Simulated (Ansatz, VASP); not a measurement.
**One calculation of Pb, two programs**

```
Pb
1.0
     0.00000    3.14859    5.05069
     1.83004    0.00000    5.05069
     1.83004    3.14859    0.00000
Pb
2
Direct
  0.14316 0.85684 0.14316
  0.85684 0.14316 0.85684
```

Alike in both runs: task single point; functional PBE; k mesh 6 × 6 × 6; occupations gaussian, width 0.1 eV; no spin polarisation.

```csv
,VASP,Ansatz
version,VASP 6.6.1,Ansatz 0.2.0
potentials or method,"VASP PAW PBE potentials, release 64 (Pb_d)","scalar-relativistic, plane waves, PAW"
plane-wave cutoff (eV),520,420
valence electrons in the cell,28,28
```

```tsv
	VASP	Ansatz	Ansatz less VASP
gap on the k mesh at the Fermi level (eV)	none	none	-
pressure (GPa)	162.5	165.3	+2.85
largest component of the traceless stress (GPa)	206.85	211.85	+5.003
rms of the force components (eV/Å)	26.084	26.930	+0.8461
```

Atom by atom the forces differ by 0.846 eV/Å (rms over components). A gap of «none» marks a metal or a gap that the smearing closes.

Caveats: the cell as given lies far from equilibrium; so large a pressure means that the cell lies far from this level's equilibrium, or that cutoff or potentials fall short (VASP); forces of over 1 eV/Å show positions far from the minimum, so gaps and moduli don't describe the material at rest. The runs have no spin-orbit coupling, so splittings on Pb are missing.
